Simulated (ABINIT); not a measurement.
# SrO in ABINIT: convergence with pawecutdg

Crystal: SrO.

```
Sr O
1.0
     0.00000    2.56630    2.56630
     2.56630    0.00000    2.56630
     2.56630    2.56630    0.00000
Sr O
1 1
Direct
  0.49804 0.49679 0.50611
  0.02237 0.99792 0.99510
```

The cell isn't the ideal one: atoms moved at random, drawn with an rms of 0.05 Å.

| Property | Result |
| --- | --- |
| Program | ABINIT 10.8.3 (patched build) |
| Task | single point |
| Functional | PBEsol |
| Potentials or basis | JTH PAW PBE v2.0 |
| Cutoff | 626 eV |
| k mesh | 8 × 8 × 8 |
| Occupations | fermi-dirac, width 0.1 eV |
| Spin | no spin polarisation |

These are the settings of the first run; the series varies pawecutdg, with any setting tied to it.

Hardware: 1 thread of Arm Neoverse N1, on a shared host.

```tsv
pawecutdg	energy less the tightest run, at zero smearing (meV/atom)	pressure (GPa)	SCF cycles	CPU time (s)	peak memory (GiB)
23 Ha	refused	-	-	-	-
27.6	-0.15	-0.58	12	190	0.23
34.5	-0.04	-0.63	12	190	0.23
41.4	0.07	-0.62	12	190	0.23
50.6	-0.01	-0.61	13	200	0.23
62.1	-0.01	-0.62	13	200	0.24
75.9	0.00	-0.62	13	200	0.25
```

Against the tightest run, the energy stays within 1 meV/atom from 27.6 on; the pressure stays within 0.1 GPa from 27.6 on. The tightest run that finished is the yardstick and may itself not be fully converged.

Caveat, for the tightest run too: the PAW data sets were made with another functional, which shifts forces and pressure a little.
